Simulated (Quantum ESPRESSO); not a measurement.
Be:

```
Be
1.0
    -1.25312    1.25312    1.25312
     1.25312   -1.25312    1.25312
     1.25312    1.25312   -1.25312
Be
1
Direct
  0.00000 0.00000 0.00000
```

This isn't the form of Be at room conditions, which is hcp.

- Program: Quantum ESPRESSO 7.5
- Task: single point
- Functional: PBE
- Potentials or basis: SSSP 1.3 efficiency PBE
- Cutoff: 748 eV
- Density cutoff: 5987 eV
- k mesh: 15 × 15 × 15
- Occupations: fermi-dirac, width 0.05 eV
- Spin: no spin polarisation

On this cell: pressure -0.3 GPa; band gap on the k mesh none (metal or under the smearing width).

The same run follows on a disturbed copy (cell strained at random at fixed volume):

```xyz
1
Lattice="-1.2609 1.2157 1.2638 1.2607 -1.2309 1.2788 1.2654 1.2354 -1.2790" Properties=species:S:1:pos:R:3 pbc="T T T"
Be   -0.0183    0.0001    0.0070
```

What changes?

The energy (extrapolated to zero smearing) moves by +3.1 meV/atom; pressure -0.2 GPa; band gap on the k mesh none (metal or under the smearing width).

Stress tensor (GPa, compression positive):
```
-1.07 -0.72  0.01
-0.72  2.17  2.41
 0.01  2.41 -1.62
```
